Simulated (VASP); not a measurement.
# ScAl3 (Pm-3m) in VASP: notebook

Runs on ScAl3. Level: PBE. Tasks: single point.

All numbers are computed with VASP 6.6.1; they aren't measurements. Logs are shortened: lines on timing, memory, paths and dates and some standing lists are left out, and cuts for length are marked.

## Step 1: Starting point

The structure is cubic, space group Pm-3m (No. 221). The conventional cell has a = 4.019 Å, b = 4.019 Å, c = 4.019 Å, α = 90.00°, β = 90.00°, γ = 90.00°. Sc (site symmetry m-3m) is surrounded by 12 Al at 2.84 Å. Around Al (site symmetry 4/mmm) lie 4 Sc at 2.84 Å and 8 Al at 2.84 Å.

The cell is a database's computed one.

## Step 2: Single point, PBE

The input, INCAR:

```
SYSTEM = ScAl3
PREC = Accurate
ENCUT = 520
EDIFF = 1E-6
ISMEAR = -1
SIGMA = 0.1
LREAL = .False.
LASPH = .True.
NELM = 80
ALGO = Fast
ISIF = 2
LWAVE = .False.
LCHARG = .False.
GGA = PE
NBANDS = 18
```

The input, KPOINTS:

```
Automatic mesh
0
Gamma
  6 6 6
  0 0 0
```

The input, POSCAR:

```
ScAl3
1.0
    4.0185083255      0.0000000000      0.0000000000
    0.0000000000      4.0185083255      0.0000000000
    0.0000000000      0.0000000000      4.0185083255
Sc Al
1 3
Direct
    0.0000000000      0.0000000000      0.0000000000
    0.5000000000      0.0000000000      0.5000000000
    0.0000000000      0.5000000000      0.5000000000
    0.5000000000      0.5000000000      0.0000000000
```

Potentials or basis: VASP PAW PBE potentials, release 64 (Sc_sv, Al).

On the command line:

```sh
cat potpaw_PBE.64/Sc_sv/POTCAR potpaw_PBE.64/Al/POTCAR > POTCAR
mpirun -np 1 vasp_std > vasp.out
```

OUTCAR:

```text
SYSTEM = ScAl3
   PREC = Accurate
   ENCUT = 520
   EDIFF = 1E-6
   ISMEAR = -1
   LREAL = .False.
   LASPH = .True.
   NELM = 80
   ISIF = 2
   GGA = PE

 ion  position               nearest neighbor table
   1  0.000  0.000  0.000-   2 2.84   3 2.84   4 2.84   2 2.84   3 2.84   3 2.84   4 2.84   3 2.84
                             2 2.84   4 2.84   2 2.84   4 2.84
   2  0.500  0.000  0.500-   1 2.84   3 2.84   4 2.84   1 2.84   4 2.84   3 2.84   4 2.84   4 2.84
                             1 2.84   3 2.84   1 2.84   3 2.84
   3  0.000  0.500  0.500-   1 2.84   2 2.84   4 2.84   1 2.84   4 2.84   1 2.84   2 2.84   1 2.84
                             2 2.84   4 2.84   4 2.84   2 2.84
   4  0.500  0.500  0.000-   1 2.84   2 2.84   3 2.84   2 2.84   3 2.84   1 2.84   2 2.84   2 2.84
                             1 2.84   3 2.84   3 2.84   1 2.84

  LATTYP: Found a simple cubic cell.
 ALAT       =     4.0185083255

  Lattice vectors:

 A1 = (   4.0185083255,   0.0000000000,   0.0000000000)
 A2 = (   0.0000000000,   4.0185083255,   0.0000000000)
 A3 = (   0.0000000000,   0.0000000000,   4.0185083255)

Analysis of symmetry for initial positions (statically):
=====================================================================
 Subroutine PRICEL returns:
 Original cell was already a primitive cell.

 Routine SETGRP: Setting up the symmetry group for a
 simple cubic supercell.

 Subroutine GETGRP returns: Found 48 space group operations
 (whereof 48 operations were pure point group operations)
 out of a pool of 48 trial point group operations.

The static configuration has the point symmetry O_h .

Analysis of symmetry for dynamics (positions and initial velocities):
=====================================================================
 Subroutine PRICEL returns:
 Original cell was already a primitive cell.

 Routine SETGRP: Setting up the symmetry group for a
 simple cubic supercell.

 Subroutine GETGRP returns: Found 48 space group operations
 (whereof 48 operations were pure point group operations)
 out of a pool of 48 trial point group operations.

The dynamic configuration has the point symmetry O_h .

 Subroutine INISYM returns: Found 48 space group operations
 (whereof 48 operations are pure point group operations),
 and found     1 'primitive' translations
[... 84 lines left out ...]
 SYSTEM =  ScAl3
   PREC   = accura    normal or accurate (medium, high low for compatibility)
   ISTART =      0    job   : 0-new  1-cont  2-samecut
   ICHARG =      2    charge: 1-file 2-atom 10-const
   ISPIN  =      1    spin polarized calculation?
   LNONCOLLINEAR =      F non collinear calculations
   LSORBIT =      F    spin-orbit coupling
   LASPH  =      T    aspherical Exc in radial PAW
   ENCUT  =  520.0 eV  38.22 Ry    6.18 a.u.   7.47  7.47  7.47*2*pi/ulx,y,z
   NELM   =     80;   NELMIN=  2; NELMDL= -5     # of ELM steps
   EDIFF  = 0.1E-05   stopping-criterion for ELM
   LREAL  =      F    real-space projection
[... 7 lines left out ...]
   TEBEG  =    0.0;   TEEND  =   0.0 temperature during run
   PSTRESS=    0.0 pullay stress
   NELECT =      20.0000    total number of electrons
   NUPDOWN=      -1.0000    fix difference up-down
   EMIN   =  10.00;   EMAX   =-10.00  energy-range for DOS
   EFERMI =   0.00;   METHOD = LEGACY
   ISMEAR =    -1;   SIGMA  =   0.10  broadening in eV -4-tet -1-fermi 0-gaus
   EFERMI_NEDOS =   21; number of points for ismear=-14 and -15
   IALGO  =     68    algorithm
   IMIX   =      4    mixing-type and parameters
     AMIX     =   0.40;   BMIX     =  1.00
     AMIX_MAG =   1.60;   BMIX_MAG =  1.00
  volume/ion in A,a.u.               =      16.22       109.48
  Fermi-wavevector in a.u.,A,eV,Ry     =   1.105826  2.089707 16.637887  1.222850
  Thomas-Fermi vector in A             =   2.242318
   LORBIT       =      0    0 simple, 1 ext, 2 COOP (PROOUT), +10 PAW based schemes
   GGA     = PE    functional components
   LHFCALC =     F    Hartree Fock is set to
   AEXX    =    0.0000 exact exchange contribution
   IVDW    =     0    specifies the selected vdW correction
   LEPSILON=     F    determine dielectric tensor
   LRPA    =     F    only Hartree local field effects (RPA)
 non-spin polarized calculation
 RMM-DIIS sequential band-by-band and
  energy-cutoff  :      520.00
  volume of cell :       64.89
 maximum number of plane-waves:      1775
 NGX is ok and might be reduce to    30
   NGX = 15   NGY = 15   NGZ = 15

 number of electron      20.0000005 magnetization

 Free energy of the ion-electron system (eV)
  ---------------------------------------------------
  ext. energy  EPLUGINS =         0.00000000
  ---------------------------------------------------
  free energy    TOTEN  =       -19.23079690 eV

  energy without entropy =      -19.18328927  energy(sigma->0) =      -19.20704308

 E-fermi :   7.8440     XC(G=0): -10.6169

 val. band max:        7.8394840618   @ k =   0.5000   0.3333   0.1667
 cond. band min:       7.8594472540   @ k =   0.1667   0.1667   0.0000
 fundamental gap:      0.0199631922
 Fermi energy:         7.8439878324

 k-point     1 :       0.0000    0.0000    0.0000
  band No.  band energies     occupation
      1     -41.0503      2.00000
      2     -19.7745      2.00000
      3     -19.7745      2.00000
      4     -19.7745      2.00000
      5      -2.5561      2.00000
      6       5.0575      2.00000
[... 397 lines left out ...]
      5       2.8604      2.00000
      6       2.8604      2.00000
[... 10 lines left out ...]
     17      12.0455      0.00000
     18      19.2363      0.00000

------------------------ aborting loop because EDIFF is reached ----------------------------------------

  FORCE on cell =-STRESS in cart. coord.  units (eV):
  Direction    XX          YY          ZZ          XY          YZ          ZX
  --------------------------------------------------------------------------------------
  -------------------------------------------------------------------------------------
  Total        2.6012810      2.6012810      2.6012810     -0.0000000      0.0000000     -0.0000000
  in kB       64.2248689     64.2248689     64.2248689     -0.0000000      0.0000000     -0.0000000
  external PRESSURE =      64.2248689 kB  Pullay stress =       0.0000000 kB

 VOLUME and BASIS-vectors are now :
 -----------------------------------------------------------------------------
  energy-cutoff  :      520.00
  volume of cell :       64.89
      direct lattice vectors                 reciprocal lattice vectors
     4.018508326  0.000000000  0.000000000     0.248848557  0.000000000  0.000000000
     0.000000000  4.018508326  0.000000000     0.000000000  0.248848557  0.000000000
     0.000000000  0.000000000  4.018508326     0.000000000  0.000000000  0.248848557

 POSITION                                       TOTAL-FORCE (eV/Angst)
 -----------------------------------------------------------------------------------
      0.00000      0.00000      0.00000         0.000000      0.000000      0.000000
      2.00925      0.00000      2.00925         0.000000      0.000000      0.000000
      0.00000      2.00925      2.00925         0.000000      0.000000      0.000000
      2.00925      2.00925      0.00000         0.000000      0.000000      0.000000
 -----------------------------------------------------------------------------------
    total drift:                                0.000000     -0.000000      0.000000

  FREE ENERGIE OF THE ION-ELECTRON SYSTEM (eV)
  ---------------------------------------------------
  free  energy   TOTEN  =       -19.2307968957 eV

  energy  without entropy=      -19.1832892677  energy(sigma->0) =      -19.20704308
```

Wall time 32 s (1 thread of Intel Xeon Platinum 8259CL at 2.50GHz (Skylake/Cascade Lake), shared host); peak memory 0.17 GiB.

What came out:

```
Free energy            : -19.2308 eV
Pressure               : 6.4 GPa
Band gap on the k mesh : none (metal or under the smearing width)
```

Levels at points of the mesh, in eV from the Fermi level:
| k point | band 7 | band 8 | band 9 | band 10 | band 11 | band 12 | band 13 | band 14 |
| --- | --- | --- | --- | --- | --- | --- | --- | --- |
| (0.00, 0.00, 0.00) | -2.79 | -1.94 | -1.94 | -1.94 | 1.16 | 1.23 | 1.23 | 1.23 |
| (0.50, 0.00, 0.00) | -1.90 | -1.90 | -1.68 | 0.98 | 0.98 | 1.06 | 1.26 | 1.60 |
| (0.50, 0.50, 0.00) | -5.81 | -4.59 | -0.67 | -0.67 | 1.12 | 1.34 | 2.10 | 2.55 |
| (0.50, 0.50, 0.50) | -4.98 | -4.76 | -3.11 | -3.11 | -3.11 | 0.99 | 2.66 | 2.66 |

## Step 3: Single point, PBE

This run uses another cell than the first one, of 17.93 Å³/atom, 1.105 times its volume.

Edit INCAR of step 2 so:

```diff
@@ -8,4 +8,4 @@
 LASPH = .True.
-NELM = 80
-ALGO = Fast
+NELM = 100
+ALGO = Normal
 ISIF = 2
```

KPOINTS is that of step 2.

The input, POSCAR:

```
ScAl3
1.0
    4.1548317051      0.0000000000      0.0000000000
    0.0000000000      4.1548317051      0.0000000000
    0.0000000000      0.0000000000      4.1548317051
Sc Al
1 3
Direct
    0.0000000000      0.0000000000      0.0000000000
    0.5000000000      0.0000000000      0.5000000000
    0.0000000000      0.5000000000      0.5000000000
    0.5000000000      0.5000000000      0.0000000000
```

Potentials or basis: VASP PAW PBE potentials, release 64 (Sc_sv, Al).

On the command line:

```sh
cat potpaw_PBE.64/Sc_sv/POTCAR potpaw_PBE.64/Al/POTCAR > POTCAR
mpirun -np 1 vasp_std > vasp.out
```

It took 24 s on 1 thread of Intel Xeon Platinum 8259CL at 2.50GHz (Skylake/Cascade Lake), shared host; peak memory 0.18 GiB.

It converged, with:

| Item | Value |
| --- | --- |
| Free energy | -19.2933 eV |
| Pressure | -2.8 GPa |
| Band gap on the k mesh | none (metal or under the smearing width) |

Levels at points of the mesh, in eV from the Fermi level:
```csv
k point,band 8,band 9,band 10,band 11,band 12,band 13
"(0.00, 0.00, 0.00)",-1.86,-1.86,-1.86,1.20,1.20,1.20
"(0.50, 0.00, 0.00)",-1.71,-1.45,0.53,0.87,0.87,1.29
"(0.50, 0.50, 0.00)",-4.31,-0.57,-0.57,1.13,1.25,1.91
"(0.50, 0.50, 0.50)",-4.36,-2.98,-2.98,-2.98,0.78,2.42
```

## Step 4: Single point, PBE

This run uses another cell than the first one, of 17.50 Å³/atom, 1.079 times its volume.

The input, INCAR:

```
SYSTEM = ScAl3
  PREC = Accurate
  ENCUT = 520
  EDIFF = 1E-6
  ISMEAR = -1
  SIGMA = 0.1
  LREAL = .False.
  LASPH = .True.
  NELM = 100
  ALGO = Normal
  ISIF = 2
  LWAVE = .False.
  LCHARG = .False.
  GGA = PE
  NBANDS = 18
```

KPOINTS is that of step 3.

The input, POSCAR:

```
ScAl3
1.0
    4.1215916275      0.0000000000      0.0000000000
    0.0000000000      4.1215916275      0.0000000000
    0.0000000000      0.0000000000      4.1215916275
Sc Al
1 3
Direct
    0.0000000000      0.0000000000      0.0000000000
    0.5000000000      0.0000000000      0.5000000000
    0.0000000000      0.5000000000      0.5000000000
    0.5000000000      0.5000000000      0.0000000000
```

On the command line:

```sh
cat potpaw_PBE.64/Sc_sv/POTCAR potpaw_PBE.64/Al/POTCAR > POTCAR
mpirun -np 1 vasp_std > vasp.out
```

Run time: 23 s. Hardware: 1 thread of Intel Xeon Platinum 8259CL at 2.50GHz (Skylake/Cascade Lake), shared host; peak memory 0.18 GiB.

Results (log left out):

- Free energy: -19.3127 eV
- Pressure: -0.9 GPa
- Band gap on the k mesh: none (metal or under the smearing width)

Levels at points of the mesh, in eV from the Fermi level:
```csv
k point,band 8,band 9,band 10,band 11,band 12,band 13
"(0.00, 0.00, 0.00)",-1.88,-1.88,-1.88,1.19,1.21,1.21
"(0.50, 0.00, 0.00)",-1.76,-1.50,0.65,0.89,0.89,1.28
"(0.50, 0.50, 0.00)",-4.38,-0.60,-0.60,1.12,1.27,1.95
"(0.50, 0.50, 0.50)",-4.46,-3.01,-3.01,-3.01,0.82,2.47
```

## Step 5: Single point, PBE

This run uses another cell than the first one, of 17.08 Å³/atom, 1.053 times its volume.

The input, INCAR:

```
ALGO = Normal ; EDIFF = 1E-6
ENCUT = 520 ; GGA = PE
ISIF = 2 ; ISMEAR = -1
LASPH = True ; LCHARG = True
LELF = True ; LREAL = False
LVHAR = True ; LWAVE = False
NBANDS = 18 ; NELM = 100
PREC = Accurate ; SIGMA = 0.1
```

The input, KPOINTS:

```
k-points
0
Gamma
  6 6 6
```

The input, POSCAR:

```
ScAl3
1.0
    4.0878065700      0.0000000000      0.0000000000
    0.0000000000      4.0878065700      0.0000000000
    0.0000000000      0.0000000000      4.0878065700
Sc Al
1 3
Direct
    0.0000000000      0.0000000000      0.0000000000
    0.5000000000      0.0000000000      0.5000000000
    0.0000000000      0.5000000000      0.5000000000
    0.5000000000      0.5000000000      0.0000000000
```

Potentials or basis: VASP PAW PBE potentials, release 64 (Sc_sv, Al).

On the command line:

```sh
cat potpaw_PBE.64/Sc_sv/POTCAR potpaw_PBE.64/Al/POTCAR > POTCAR
mpirun -np 1 vasp_std > vasp.out
```

OUTCAR:

```text
EDIFF = 1E-6
   ENCUT = 520
   GGA = PE
   ISIF = 2
   ISMEAR = -1
   LASPH = True
   LREAL = False
   NELM = 100
   PREC = Accurate

 ion  position               nearest neighbor table
   1  0.000  0.000  0.000-   2 2.89   3 2.89   4 2.89   2 2.89   3 2.89   3 2.89   4 2.89   3 2.89
                             2 2.89   4 2.89   2 2.89   4 2.89
   2  0.500  0.000  0.500-   1 2.89   3 2.89   4 2.89   1 2.89   4 2.89   3 2.89   4 2.89   4 2.89
                             1 2.89   3 2.89   1 2.89   3 2.89
   3  0.000  0.500  0.500-   1 2.89   2 2.89   4 2.89   1 2.89   4 2.89   1 2.89   2 2.89   1 2.89
                             2 2.89   4 2.89   4 2.89   2 2.89
   4  0.500  0.500  0.000-   1 2.89   2 2.89   3 2.89   2 2.89   3 2.89   1 2.89   2 2.89   2 2.89
                             1 2.89   3 2.89   3 2.89   1 2.89

  LATTYP: Found a simple cubic cell.
 ALAT       =     4.0878065700

  Lattice vectors:

 A1 = (   4.0878065700,   0.0000000000,   0.0000000000)
 A2 = (   0.0000000000,   4.0878065700,   0.0000000000)
 A3 = (   0.0000000000,   0.0000000000,   4.0878065700)

Analysis of symmetry for initial positions (statically):
=====================================================================
 Subroutine PRICEL returns:
 Original cell was already a primitive cell.

 Routine SETGRP: Setting up the symmetry group for a
 simple cubic supercell.

 Subroutine GETGRP returns: Found 48 space group operations
 (whereof 48 operations were pure point group operations)
 out of a pool of 48 trial point group operations.

The static configuration has the point symmetry O_h .

Analysis of symmetry for dynamics (positions and initial velocities):
=====================================================================
 Subroutine PRICEL returns:
 Original cell was already a primitive cell.

 Routine SETGRP: Setting up the symmetry group for a
 simple cubic supercell.

 Subroutine GETGRP returns: Found 48 space group operations
 (whereof 48 operations were pure point group operations)
 out of a pool of 48 trial point group operations.
[... 121 lines left out ...]
  volume/ion in A,a.u.               =      17.08       115.24
  Fermi-wavevector in a.u.,A,eV,Ry     =   1.087079  2.054282 16.078563  1.181741
  Thomas-Fermi vector in A             =   2.223230
   LORBIT       =      0    0 simple, 1 ext, 2 COOP (PROOUT), +10 PAW based schemes
   GGA     = PE    functional components
   LHFCALC =     F    Hartree Fock is set to
   AEXX    =    0.0000 exact exchange contribution
   IVDW    =     0    specifies the selected vdW correction
   LEPSILON=     F    determine dielectric tensor
   LRPA    =     F    only Hartree local field effects (RPA)
 non-spin polarized calculation
  energy-cutoff  :      520.00
  volume of cell :       68.31
 maximum number of plane-waves:      1856
   NGX = 15   NGY = 15   NGZ = 15

 number of electron      19.9999996 magnetization

 Free energy of the ion-electron system (eV)
  ---------------------------------------------------
  ext. energy  EPLUGINS =         0.00000000
  ---------------------------------------------------
  free energy    TOTEN  =       -19.31071978 eV

  energy without entropy =      -19.25927749  energy(sigma->0) =      -19.28499864

 E-fermi :   7.3615     XC(G=0): -10.4166

 val. band max:        7.0769607147   @ k =   0.3333   0.3333   0.0000
 cond. band min:       7.3696706413   @ k =   0.5000   0.3333   0.1667
 fundamental gap:      0.2927099266
 Fermi energy:         7.3614803228

 k-point     1 :       0.0000    0.0000    0.0000
  band No.  band energies     occupation
      1     -41.6980      2.00000
      2     -20.4017      2.00000
      3     -20.4017      2.00000
      4     -20.4017      2.00000
      5      -2.7568      2.00000
      6       4.6512      2.00000
[... 397 lines left out ...]
      5       2.4751      2.00000
      6       2.4751      2.00000
[... 10 lines left out ...]
     17      11.3117      0.00000
     18      18.1953      0.00000

------------------------ aborting loop because EDIFF is reached ----------------------------------------

  FORCE on cell =-STRESS in cart. coord.  units (eV):
  Direction    XX          YY          ZZ          XY          YZ          ZX
  --------------------------------------------------------------------------------------
  -------------------------------------------------------------------------------------
  Total        0.5209330      0.5209330      0.5209330     -0.0000000     -0.0000000      0.0000000
  in kB       12.2185987     12.2185987     12.2185987     -0.0000000     -0.0000000      0.0000000
  external PRESSURE =      12.2185987 kB  Pullay stress =       0.0000000 kB

 VOLUME and BASIS-vectors are now :
 -----------------------------------------------------------------------------
  energy-cutoff  :      520.00
  volume of cell :       68.31
      direct lattice vectors                 reciprocal lattice vectors
     4.087806570  0.000000000  0.000000000     0.244629970  0.000000000  0.000000000
     0.000000000  4.087806570  0.000000000     0.000000000  0.244629970  0.000000000
     0.000000000  0.000000000  4.087806570     0.000000000  0.000000000  0.244629970

 POSITION                                       TOTAL-FORCE (eV/Angst)
 -----------------------------------------------------------------------------------
      0.00000      0.00000      0.00000         0.000000      0.000000      0.000000
      2.04390      0.00000      2.04390         0.000000      0.000000      0.000000
      0.00000      2.04390      2.04390         0.000000      0.000000      0.000000
      2.04390      2.04390      0.00000         0.000000      0.000000      0.000000
 -----------------------------------------------------------------------------------
    total drift:                                0.000000     -0.000000      0.000000

  FREE ENERGIE OF THE ION-ELECTRON SYSTEM (eV)
  ---------------------------------------------------
  free  energy   TOTEN  =       -19.3107197832 eV

  energy  without entropy=      -19.2592774907  energy(sigma->0) =      -19.28499864
```

Wall time 27 s (1 thread of Intel Xeon Platinum 8259CL at 2.50GHz (Skylake/Cascade Lake), shared host); peak memory 0.17 GiB.

Results:

- Free energy: -19.3107 eV
- Pressure: 1.2 GPa
- Band gap on the k mesh: none (metal or under the smearing width)

Levels at points of the mesh, in eV from the Fermi level:
| k point | band 6 | band 7 | band 8 | band 9 | band 10 | band 11 | band 12 | band 13 | band 14 | band 15 |
| --- | --- | --- | --- | --- | --- | --- | --- | --- | --- | --- |
| (0.00, 0.00, 0.00) | -2.71 | -2.71 | -1.90 | -1.90 | -1.90 | 1.18 | 1.22 | 1.22 | 1.22 | 4.69 |
| (0.50, 0.00, 0.00) | -7.42 | -1.80 | -1.80 | -1.56 | 0.78 | 0.91 | 0.91 | 1.27 | 1.55 | 2.09 |
| (0.50, 0.50, 0.00) | -5.72 | -5.72 | -4.45 | -0.62 | -0.62 | 1.12 | 1.29 | 2.00 | 2.42 | 3.35 |
| (0.50, 0.50, 0.50) | -4.89 | -4.89 | -4.56 | -3.05 | -3.05 | -3.05 | 0.87 | 2.53 | 2.53 | 3.95 |

## Step 6: The runs side by side

| cell | gap on the mesh (eV) | pressure (GPa) |
| --- | --- | --- |
| Pm-3m, 16.22 Å³/atom | none | 6.4 |
| Pm-3m, 17.93 Å³/atom | none | -2.8 |
| Pm-3m, 17.5 Å³/atom | none | -0.9 |
| Pm-3m, 17.08 Å³/atom | none | 1.2 |

Alike in all rows: task single point; level PBE; potentials or basis VASP PAW PBE potentials, release 64 (Sc_sv, Al); no spin polarisation; k mesh 6 × 6 × 6; cutoff (eV) 520; smearing fermi-dirac 0.1 eV.

Every run on the cell as given and a fine mesh finds a metal.

Total energies depend on the potentials used, so only differences within one code and one set of settings carry meaning.
